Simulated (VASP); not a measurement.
# LiF (Fm-3m) in VASP: further runs

Aim: see how the results for LiF move with the level of theory and the settings. Levels: r2SCAN, PBE0, PBE. Tasks: band structure, G0W0 quasiparticle levels.

Program: VASP 6.6.1. These are calculated values, not measurements. Logs are shortened: lines on timing, memory, paths and dates and some standing lists are left out, and cuts for length are marked.

**1. The structure**

The structure is cubic, space group Fm-3m (No. 225). Conventional cell: a = 4.054 Å, b = 4.054 Å, c = 4.054 Å, α = 90.00°, β = 90.00°, γ = 90.00°. Li (site symmetry m-3m) is surrounded by 6 F at 2.03 Å. Around F (site symmetry m-3m) lie 6 Li at 2.03 Å.

The cell was built by a generator and needn't be a form met in nature.

**2. Band structure, r2SCAN**

File INCAR:

```
SYSTEM = LiF
PREC = Accurate ; ENCUT = 520
EDIFF = 1E-7 ; ISMEAR = 0
SIGMA = 0.02 ; LREAL = .False.
LASPH = .True. ; NELM = 60
ALGO = Normal ; ISIF = 2
LWAVE = .False. ; LCHARG = .False.
METAGGA = R2SCAN ; LMIXTAU = .True.
NBANDS = 12 ; KPAR = 4
```

File KPOINTS:

```
regular mesh
0
Gamma
  12 12 12
  0 0 0
```

File POSCAR:

```
LiF                                     
1.0
    0.0000000000      2.0270409113      2.0270409113
    2.0270409113      0.0000000000      2.0270409113
    2.0270409113      2.0270409113     -0.0000000000
  Li              F             
     1     1
Direct
     0.0000000000000000    0.0000000000000000    0.0000000000000000
     0.5000000000000000    0.5000000000000000    0.5000000000000000
```

File KPOINTS_OPT:

```
path GXWKGLUWLK,UX
10
line-mode
reciprocal
 0.0000000000  0.0000000000  0.0000000000  G
 0.5000000000  0.0000000000  0.5000000000  X

 0.5000000000  0.0000000000  0.5000000000  X
 0.5000000000  0.2500000000  0.7500000000  W

 0.5000000000  0.2500000000  0.7500000000  W
 0.3750000000  0.3750000000  0.7500000000  K

 0.3750000000  0.3750000000  0.7500000000  K
 0.0000000000  0.0000000000  0.0000000000  G

 0.0000000000  0.0000000000  0.0000000000  G
 0.5000000000  0.5000000000  0.5000000000  L

 0.5000000000  0.5000000000  0.5000000000  L
 0.6250000000  0.2500000000  0.6250000000  U

 0.6250000000  0.2500000000  0.6250000000  U
 0.5000000000  0.2500000000  0.7500000000  W

 0.5000000000  0.2500000000  0.7500000000  W
 0.5000000000  0.5000000000  0.5000000000  L

 0.5000000000  0.5000000000  0.5000000000  L
 0.3750000000  0.3750000000  0.7500000000  K

 0.6250000000  0.2500000000  0.6250000000  U
 0.5000000000  0.0000000000  0.5000000000  X
```

Potentials or basis: VASP PAW PBE potentials, release 64 (Li_sv, F).

Started as:

```bash
cat potpaw_PBE.64/Li_sv/POTCAR potpaw_PBE.64/F/POTCAR > POTCAR
mpirun -np 4 vasp_std > vasp.out
```

OUTCAR:

```text
SYSTEM = LiF
   PREC = Accurate
   ENCUT = 520
   EDIFF = 1E-7
   ISMEAR = 0
   LREAL = .False.
   LASPH = .True.
   NELM = 60
   ISIF = 2
   METAGGA = R2SCAN

 ion  position               nearest neighbor table
   1  0.000  0.000  0.000-   2 2.03   2 2.03   2 2.03   2 2.03   2 2.03   2 2.03
   2  0.500  0.500  0.500-   1 2.03   1 2.03   1 2.03   1 2.03   1 2.03   1 2.03

  LATTYP: Found a face centered cubic cell.
 ALAT       =     4.0540818226

  Lattice vectors:

 A1 = (   0.0000000000,   2.0270409113,   2.0270409113)
 A2 = (   2.0270409113,   0.0000000000,   2.0270409113)
 A3 = (   2.0270409113,   2.0270409113,   0.0000000000)

Analysis of symmetry for initial positions (statically):
=====================================================================
 Subroutine PRICEL returns:
 Original cell was already a primitive cell.

 Routine SETGRP: Setting up the symmetry group for a
 face centered cubic supercell.

 Subroutine GETGRP returns: Found 48 space group operations
 (whereof 48 operations were pure point group operations)
 out of a pool of 48 trial point group operations.

The static configuration has the point symmetry O_h .

Analysis of symmetry for dynamics (positions and initial velocities):
=====================================================================
 Subroutine PRICEL returns:
 Original cell was already a primitive cell.

 Routine SETGRP: Setting up the symmetry group for a
 face centered cubic supercell.

 Subroutine GETGRP returns: Found 48 space group operations
 (whereof 48 operations were pure point group operations)
 out of a pool of 48 trial point group operations.

The dynamic configuration has the point symmetry O_h .

 Subroutine INISYM returns: Found 48 space group operations
 (whereof 48 operations are pure point group operations),
 and found     1 'primitive' translations

----------------------------------------------------------------------------------------

                                     Primitive cell

  volume of cell :      16.6578

  direct lattice vectors                    reciprocal lattice vectors
     0.000000000  2.027040911  2.027040911    -0.246664977  0.246664977  0.246664977
     2.027040911  0.000000000  2.027040911     0.246664977 -0.246664977  0.246664977
     2.027040911  2.027040911  0.000000000     0.246664977  0.246664977 -0.246664977

  length of vectors
     2.866668748  2.866668748  2.866668748     0.427236273  0.427236273  0.427236273

  position of ions in fractional coordinates (direct lattice)
     0.000000000  0.000000000  0.000000000
     0.500000000  0.500000000  0.500000000

  ion indices of the primitive-cell ions
   primitive index   ion index
                 1           1
                 2           2

----------------------------------------------------------------------------------------

 KPOINTS: regular mesh

Automatic generation of k-mesh.
 Grid dimensions read from file:
 generate k-points for:   12   12   12

 Generating k-lattice:

  Cartesian coordinates                     Fractional coordinates (reciprocal lattice)
    -0.020555415  0.020555415  0.020555415     0.083333333  0.000000000  0.000000000
     0.020555415 -0.020555415  0.020555415     0.000000000  0.083333333  0.000000000
     0.020555415  0.020555415 -0.020555415     0.000000000  0.000000000  0.083333333

  Length of vectors
     0.035603023  0.035603023  0.035603023

  Shift w.r.t. Gamma in fractional coordinates (k-lattice)
     0.000000000  0.000000000  0.000000000

 Subroutine IBZKPT returns following result:
 ===========================================

 Found     72 irreducible k-points:

 Following reciprocal coordinates:
            Coordinates               Weight
  0.000000  0.000000  0.000000      1.000000
  0.083333  0.000000  0.000000      8.000000
  0.166667  0.000000  0.000000      8.000000
  0.250000  0.000000  0.000000      8.000000
  0.333333  0.000000  0.000000      8.000000
  0.416667  0.000000  0.000000      8.000000
[... 16 lines left out ...]
  0.500000  0.166667  0.000000     24.000000
 -0.416667  0.166667  0.000000     24.000000
 [... further k-points ...]
   k-points           NKPTS =     72   k-points in BZ     NKDIM =     72   number of bands    NBANDS=     12
   number of dos      NEDOS =    301   number of ions     NIONS =      2
   total plane-waves  NPLWV =  13824
   dimension x,y,z NGX =    24 NGY =   24 NGZ =   24
   dimension x,y,z NGXF=    48 NGYF=   48 NGZF=   48
   ions per type =               1   1
   NGX,Y,Z   is equivalent  to a cutoff of  13.92, 13.92, 13.92 a.u.
   NGXF,Y,Z  is equivalent  to a cutoff of  27.84, 27.84, 27.84 a.u.
 SYSTEM =  LiF
   PREC   = accura    normal or accurate (medium, high low for compatibility)
   ISTART =      0    job   : 0-new  1-cont  2-samecut
   ICHARG =      2    charge: 1-file 2-atom 10-const
   ISPIN  =      1    spin polarized calculation?
   LNONCOLLINEAR =      F non collinear calculations
   LSORBIT =      F    spin-orbit coupling
   LASPH  =      T    aspherical Exc in radial PAW
   ENCUT  =  520.0 eV  38.22 Ry    6.18 a.u.   5.33  5.33  5.33*2*pi/ulx,y,z
   NELM   =     60;   NELMIN=  2; NELMDL= -5     # of ELM steps
   EDIFF  = 0.1E-06   stopping-criterion for ELM
   LREAL  =      F    real-space projection
   EDIFFG = 0.1E-05   stopping-criterion for IOM
   NSW    =      0    number of steps for IOM
   IBRION =     -1    ionic relax: 0-MD 1-quasi-New 2-CG
   NFREE  =      0    steps in history (QN), initial steepest desc. (CG)
   ISIF   =      2    stress and relaxation
   ISYM   =      2    0-nonsym 1-usesym 2-fastsym
   POTIM  = 0.5000    time-step for ionic-motion
   TEBEG  =    0.0;   TEEND  =   0.0 temperature during run
   PSTRESS=    0.0 pullay stress
   NELECT =      10.0000    total number of electrons
   NUPDOWN=      -1.0000    fix difference up-down
   EMIN   =  10.00;   EMAX   =-10.00  energy-range for DOS
   EFERMI =   0.00;   METHOD = LEGACY
   ISMEAR =     0;   SIGMA  =   0.02  broadening in eV -4-tet -1-fermi 0-gaus
   EFERMI_NEDOS =   21; number of points for ismear=-14 and -15
   IALGO  =     38    algorithm
   IMIX   =      4    mixing-type and parameters
     AMIX     =   0.40;   BMIX     =  1.00
     AMIX_MAG =   1.60;   BMIX_MAG =  1.00
  volume/ion in A,a.u.               =       8.33        56.21
  Fermi-wavevector in a.u.,A,eV,Ry     =   1.381027  2.609764 25.949533  1.907237
  Thomas-Fermi vector in A             =   2.505850
   LORBIT       =      0    0 simple, 1 ext, 2 COOP (PROOUT), +10 PAW based schemes
   METAGGA = R2SCAN    functional components
   LHFCALC =     F    Hartree Fock is set to
   AEXX    =    0.0000 exact exchange contribution
   IVDW    =     0    specifies the selected vdW correction
   LEPSILON=     F    determine dielectric tensor
   LRPA    =     F    only Hartree local field effects (RPA)
 non-spin polarized calculation
 Gauss-broadening in eV      SIGMA  =   0.02
  energy-cutoff  :      520.00
  volume of cell :       16.66
 maximum number of plane-waves:       464
 NGX is ok and might be reduce to    24
   NGX = 11   NGY = 11   NGZ = 11

 number of electron      10.0000000 magnetization

 number of electron       9.9999991 magnetization

 Free energy of the ion-electron system (eV)
  ---------------------------------------------------
  ext. energy  EPLUGINS =         0.00000000
  ---------------------------------------------------
  free energy    TOTEN  =       -11.89305632 eV

  energy without entropy =      -11.89305632  energy(sigma->0) =      -11.89305632

 E-fermi :  -1.5918     XC(G=0): -10.4437

 val. band max:       -1.7551437003   @ k =   0.0000   0.0000   0.0000
 cond. band min:       8.3182405408   @ k =   0.0000   0.0000   0.0000
 fundamental gap:     10.0733842410
 Fermi energy:        -1.5918264519

 k-point     1 :       0.0000    0.0000    0.0000
  band No.  band energies     occupation
      1     -43.8586      2.00000
      2     -22.8004      2.00000
      3      -1.7551      2.00000
      4      -1.7551      2.00000
      5      -1.7551      2.00000
      6       8.3182      0.00000
      7      23.5287      0.00000
      8      23.5287      0.00000
      9      23.5288      0.00000
     10      24.0331      0.00000
     11      24.0331      0.00000
     12      24.0343      0.00000

 k-point     2 :       0.0833    0.0000    0.0000
  band No.  band energies     occupation
      1     -43.8550      2.00000
      2     -22.7746      2.00000
      3      -1.9487      2.00000
      4      -1.7717      2.00000
      5      -1.7717      2.00000
      6       8.5226      0.00000
      7      21.1993      0.00000
      8      22.6577      0.00000
      9      22.6583      0.00000
     10      24.6771      0.00000
     11      24.6775      0.00000
     12      25.0431      0.00000

 k-point     3 :       0.1667    0.0000    0.0000
  band No.  band energies     occupation
      1     -43.8455      2.00000
      2     -22.7051      2.00000
      3      -2.4466      2.00000
      4      -1.8163      2.00000
      5      -1.8163      2.00000
      6       9.0181      0.00000
      7      18.9081      0.00000
      8      21.3980      0.00000
      9      21.3987      0.00000
     10      25.6250      0.00000
     11      25.6250      0.00000
     12      25.7765      0.00000

 k-point     4 :       0.2500    0.0000    0.0000
  band No.  band energies     occupation
      1     -43.8325      2.00000
      2     -22.6067      2.00000
      3      -3.0705      2.00000
      4      -1.8758      2.00000
      5      -1.8757      2.00000
      6       9.5538      0.00000
      7      17.2955      0.00000
      8      20.2130      0.00000
      9      20.2138      0.00000
     10      26.7892      0.00000
     11      26.8779      0.00000
     12      26.8780      0.00000

 k-point     5 :       0.3333    0.0000    0.0000
  band No.  band energies     occupation
      1     -43.8193      2.00000
      2     -22.5047      2.00000
      3      -3.6468      2.00000
      4      -1.9335      2.00000
      5      -1.9335      2.00000
      6       9.8835      0.00000
      7      16.4383      0.00000
      8      19.2880      0.00000
      9      19.2888      0.00000
     10      28.0321      0.00000
     11      28.3581      0.00000
     12      28.3583      0.00000
[... 228 lines left out ...]
      1     -43.8201      2.00000
      2     -22.4874      2.00000
      3      -3.3842      2.00000
      4      -2.2250      2.00000
      5      -2.1898      2.00000
      6      10.6019      0.00000
      7      16.5628      0.00000
      8      19.3076      0.00000
      9      19.8084      0.00000
     10      22.8683      0.00000
     11      30.9019      0.00000
     12      31.2512      0.00000

 k-point    22 :       0.4167    0.1667    0.0000
  band No.  band energies     occupation
      1     -43.8095      2.00000
      2     -22.3967      2.00000
      3      -3.8121      2.00000
      4      -2.3898      2.00000
      5      -2.2158      2.00000
      6      10.9792      0.00000
      7      15.7763      0.00000
      8      18.8286      0.00000
      9      19.2634      0.00000
     10      24.3673      0.00000
     11      31.5295      0.00000
     12      31.8376      0.00000

 k-point    23 :       0.5000    0.1667    0.0000
  band No.  band energies     occupation
      1     -43.8029      2.00000
      2     -22.3400      2.00000
      3      -4.0503      2.00000
      4      -2.5491      2.00000
      5      -2.1858      2.00000
      6      11.0862      0.00000
      7      15.4616      0.00000
      8      18.6631      0.00000
      9      18.8878      0.00000
     10      25.9188      0.00000
     11      31.4440      0.00000
     12      31.5841      0.00000

 k-point    24 :      -0.4167    0.1667    0.0000
  band No.  band energies     occupation
      1     -43.8020      2.00000
      2     -22.3343      2.00000
      3      -4.0523      2.00000
      4      -2.6554      2.00000
      5      -2.1077      2.00000
      6      11.0559      0.00000
      7      15.3383      0.00000
      8      18.7586      0.00000
      9      18.7706      0.00000
     10      27.3955      0.00000
     11      30.4078      0.00000
     12      30.4780      0.00000

 [... further k-points ...]
[... 5 lines left out ...]
  --------------------------------------------------------------------------------------
  -------------------------------------------------------------------------------------
  Total       -0.4255379     -0.4255379     -0.4255379      0.0000000      0.0000000      0.0000000
  in kB      -40.9290177    -40.9290177    -40.9290177      0.0000000      0.0000000      0.0000000
  external PRESSURE =     -40.9290177 kB  Pullay stress =       0.0000000 kB

 VOLUME and BASIS-vectors are now :
 -----------------------------------------------------------------------------
  energy-cutoff  :      520.00
  volume of cell :       16.66
      direct lattice vectors                 reciprocal lattice vectors
     0.000000000  2.027040911  2.027040911    -0.246664977  0.246664977  0.246664977
     2.027040911  0.000000000  2.027040911     0.246664977 -0.246664977  0.246664977
     2.027040911  2.027040911  0.000000000     0.246664977  0.246664977 -0.246664977

 POSITION                                       TOTAL-FORCE (eV/Angst)
 -----------------------------------------------------------------------------------
      0.00000      0.00000      0.00000        -0.000000     -0.000000      0.000000
      2.02704      2.02704      2.02704         0.000000      0.000000     -0.000000
 -----------------------------------------------------------------------------------
    total drift:                               -0.000000     -0.000000      0.000000

  FREE ENERGIE OF THE ION-ELECTRON SYSTEM (eV)
  ---------------------------------------------------
  free  energy   TOTEN  =       -11.8930563215 eV

  energy  without entropy=      -11.8930563215  energy(sigma->0) =      -11.89305632
```

Run time: 11 s. Hardware: 4 MPI ranks of Intel Xeon 6975P-C (Granite Rapids), shared host; peak memory 0.13 GiB.

What came out:

```yaml
Free_energy: -11.8931 eV
Band_gap_on_the_k_mesh: 10.07 eV, direct
Band_gap_along_the_path: 10.07 eV, direct
```

Levels at the corners of the path, in eV from the valence-band top:
```csv
point,band 3,band 4,band 5,band 6,band 7,band 8
Γ,0.00,0.00,0.00,10.07,25.28,25.28
X,-2.92,-0.98,-0.98,15.86,17.34,18.85
X,-2.92,-0.98,-0.98,15.86,17.34,18.85
W,-2.02,-2.02,-0.78,16.08,16.08,18.68
W,-2.02,-2.02,-0.78,16.08,16.08,18.68
K,-2.43,-1.51,-0.72,15.49,15.95,19.82
K,-2.43,-1.51,-0.72,15.49,15.95,19.82
Γ,0.00,0.00,0.00,10.07,25.28,25.28
Γ,0.00,0.00,0.00,10.07,25.28,25.28
L,-2.43,-0.23,-0.23,11.72,17.88,20.26
L,-2.43,-0.23,-0.23,11.72,17.88,20.26
U,-2.43,-1.51,-0.72,15.49,15.95,19.82
U,-2.43,-1.51,-0.72,15.49,15.95,19.82
W,-2.02,-2.02,-0.78,16.08,16.08,18.68
W,-2.02,-2.02,-0.78,16.08,16.08,18.68
L,-2.43,-0.23,-0.23,11.72,17.88,20.26
L,-2.43,-0.23,-0.23,11.72,17.88,20.26
K,-2.43,-1.51,-0.72,15.49,15.95,19.82
U,-2.43,-1.51,-0.72,15.49,15.95,19.82
X,-2.92,-0.98,-0.98,15.86,17.34,18.85
```

Caveat: the cutoff is under 1.25 times the usual one of these potentials, so pressure, stress and relaxed cells hold a basis-set (Pulay) error; the PAW data sets were made with another functional, which shifts forces and pressure a little. r2SCAN opens gaps a little over a GGA but as a rule still falls short of measured ones.

**3. Band structure, PBE0**

POSCAR is that of step 2.

File INCAR.step1:

```
SYSTEM = LiF
PREC = Accurate ; ENCUT = 520
EDIFF = 1E-5 ; ISMEAR = 0
SIGMA = 0.02 ; LREAL = .False.
LASPH = .True. ; NELM = 60
ALGO = Normal ; ISIF = 2
LWAVE = .True. ; LCHARG = .False.
NBANDS = 12 ; GGA = PE
KPAR = 4
```

File INCAR.step2:

```
SYSTEM = LiF
PREC = Accurate ; ENCUT = 520
EDIFF = 1E-7 ; ISMEAR = 0
SIGMA = 0.02 ; LREAL = .False.
LASPH = .True. ; NELM = 60
ALGO = Normal ; ISIF = 2
LWAVE = .False. ; LCHARG = .False.
GGA = PE ; LHFCALC = .True.
AEXX = 0.25 ; PRECFOCK = Fast
NBANDS = 12 ; ISTART = 1
HFRCUT = -1 ; KPAR = 4
```

File KPOINTS:

```
regular mesh
0
Gamma
  8 8 8
  0 0 0
```

Edit KPOINTS_OPT of step 2 so:

```diff
@@ -1,3 +1,3 @@
 path GXWKGLUWLK,UX
-10
+8
 line-mode
```

Potentials or basis: VASP PAW PBE potentials, release 64 (Li_sv, F).

Started as:

```bash
cat potpaw_PBE.64/Li_sv/POTCAR potpaw_PBE.64/F/POTCAR > POTCAR
cp INCAR.step1 INCAR
mpirun -np 4 vasp_std > vasp.out
cp INCAR.step2 INCAR
mpirun -np 4 vasp_std > vasp.out
```

Run time: 3.6 min. Hardware: 4 MPI ranks of Intel Xeon 6975P-C (Granite Rapids), shared host; peak memory 0.18 GiB.

Results (log left out):

```
Free energy             : -11.9072 eV
Band gap on the k mesh  : 11.96 eV, direct
Band gap along the path : 11.96 eV, direct
```

Levels at the corners of the path, in eV from the valence-band top:
| point | band 2 | band 3 | band 4 | band 5 | band 6 | band 7 | band 8 | band 9 |
| --- | --- | --- | --- | --- | --- | --- | --- | --- |
| Γ | -21.53 | 0.00 | 0.00 | 0.00 | 11.96 | 27.14 | 27.14 | 27.14 |
| X | -20.83 | -3.06 | -1.03 | -1.03 | 17.98 | 19.41 | 20.51 | 23.49 |
| X | -20.83 | -3.06 | -1.03 | -1.03 | 17.98 | 19.41 | 20.51 | 23.49 |
| W | -20.85 | -2.11 | -2.11 | -0.84 | 18.17 | 18.17 | 20.56 | 22.41 |
| W | -20.85 | -2.11 | -2.11 | -0.84 | 18.17 | 18.17 | 20.56 | 22.41 |
| K | -20.87 | -2.54 | -1.61 | -0.76 | 17.53 | 18.05 | 21.55 | 22.87 |
| K | -20.87 | -2.54 | -1.61 | -0.76 | 17.53 | 18.05 | 21.55 | 22.87 |
| Γ | -21.53 | 0.00 | 0.00 | 0.00 | 11.96 | 27.14 | 27.14 | 27.14 |
| Γ | -21.53 | 0.00 | 0.00 | 0.00 | 11.96 | 27.14 | 27.14 | 27.14 |
| L | -21.09 | -2.61 | -0.24 | -0.24 | 13.75 | 19.93 | 22.01 | 22.01 |
| L | -21.09 | -2.61 | -0.24 | -0.24 | 13.75 | 19.93 | 22.01 | 22.01 |
| U | -20.87 | -2.54 | -1.61 | -0.76 | 17.53 | 18.05 | 21.55 | 22.87 |
| U | -20.87 | -2.54 | -1.61 | -0.76 | 17.53 | 18.05 | 21.55 | 22.87 |
| W | -20.85 | -2.11 | -2.11 | -0.84 | 18.17 | 18.17 | 20.56 | 22.41 |
| W | -20.85 | -2.11 | -2.11 | -0.84 | 18.17 | 18.17 | 20.56 | 22.41 |
| L | -21.09 | -2.61 | -0.24 | -0.24 | 13.75 | 19.93 | 22.01 | 22.01 |
| L | -21.09 | -2.61 | -0.24 | -0.24 | 13.75 | 19.93 | 22.01 | 22.01 |
| K | -20.87 | -2.54 | -1.61 | -0.76 | 17.53 | 18.05 | 21.55 | 22.87 |
| U | -20.87 | -2.54 | -1.61 | -0.76 | 17.53 | 18.05 | 21.55 | 22.87 |
| X | -20.83 | -3.06 | -1.03 | -1.03 | 17.98 | 19.41 | 20.51 | 23.49 |

Caveat: the cutoff is under 1.25 times the usual one of these potentials, so pressure, stress and relaxed cells hold a basis-set (Pulay) error; the PAW data sets were made with another functional, which shifts forces and pressure a little.

[end of part 1 of 2]
